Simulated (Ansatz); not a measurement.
# AlRu: the cost of one run

Program: Ansatz 0.2.0. Level of theory: DFT PBE, scalar-relativistic, plane waves, PAW. These are calculated values, not measurements.

2 further runs of the same task are left out: 1 that didn't finish, 1 set aside as unsound or not needed.

## 1. The structure to begin with

The structure is cubic, space group Pm-3m (No. 221). The conventional cell has a = 3.004 Å, b = 3.004 Å, c = 3.004 Å, α = 90.00°, β = 90.00°, γ = 90.00°. Al (site symmetry m-3m) has 8 Ru at 2.60 Å as nearest neighbours. Ru (site symmetry m-3m) is surrounded by 8 Al at 2.60 Å.

Structure file:

```cif
data_structure
_symmetry_space_group_name_H-M 'Pm-3m'
_symmetry_Int_Tables_number 221
_cell_length_a 3.0042
_cell_length_b 3.0042
_cell_length_c 3.0042
_cell_angle_alpha 90.000
_cell_angle_beta 90.000
_cell_angle_gamma 90.000
_cell_volume 27.11
loop_
_atom_site_label
_atom_site_type_symbol
_atom_site_symmetry_multiplicity
_atom_site_Wyckoff_symbol
_atom_site_fract_x
_atom_site_fract_y
_atom_site_fract_z
_atom_site_occupancy
Al1 Al 1 a 0.00000 0.00000 0.00000 1
Ru1 Ru 1 b 0.50000 0.50000 0.50000 1
```

It goes back to an entry of the Materials Project, which need not be the stable form.

It is the result of an earlier relaxation at this level (volume 13.56 Å³/atom; gap on the mesh: none (metal)).

## 2. The perfect supercell

Contents of input.yaml:

```yaml
crystal:
  lattice:
    - [6.0083537092, 0.0, 0.0]
    - [0.0, -6.0083537092, 0.0]
    - [0.0, 0.0, -6.0083537092]
  atoms:
    - { symbol: Al, position: [0.0, 0.0, 0.0] }
    - { symbol: Al, position: [0.0, 0.0, 0.5] }
    - { symbol: Al, position: [0.0, 0.5, 0.0] }
    - { symbol: Al, position: [0.0, 0.5, 0.5] }
    - { symbol: Al, position: [0.5, 0.0, 0.0] }
    - { symbol: Al, position: [0.5, 0.0, 0.5] }
    - { symbol: Al, position: [0.5, 0.5, 0.0] }
    - { symbol: Al, position: [0.5, 0.5, 0.5] }
    - { symbol: Ru, position: [0.25, 0.25, 0.25] }
    - { symbol: Ru, position: [0.25, 0.25, 0.75] }
    - { symbol: Ru, position: [0.25, 0.75, 0.25] }
    - { symbol: Ru, position: [0.25, 0.75, 0.75] }
    - { symbol: Ru, position: [0.75, 0.25, 0.25] }
    - { symbol: Ru, position: [0.75, 0.25, 0.75] }
    - { symbol: Ru, position: [0.75, 0.75, 0.25] }
    - { symbol: Ru, position: [0.75, 0.75, 0.75] }
basis:
  ecutwfc: 420
  xc_grid: 2
kpoints:
  mp_grid: { grid: [1, 1, 1], shift: [0.0, 0.0, 0.0] }
hamiltonian:
  xc: pbe
scf:
  occupations: { method: gaussian, width: 0.1 }
output:
  forces: true
  stress: true
  eigenvalues: true
```

Started as:

```console
> ansatz run input.yaml --threads 4 --pin off --max-ram 10240MiB --backend cpu --events-out ev --progress --plain --runs-dir out
```

Q: Estimate wall time and peak memory on 4 threads of Intel Xeon at 2.50GHz (Skylake/Cascade Lake), shared host.

About 1.6 s, with a peak of 0.4 GiB.
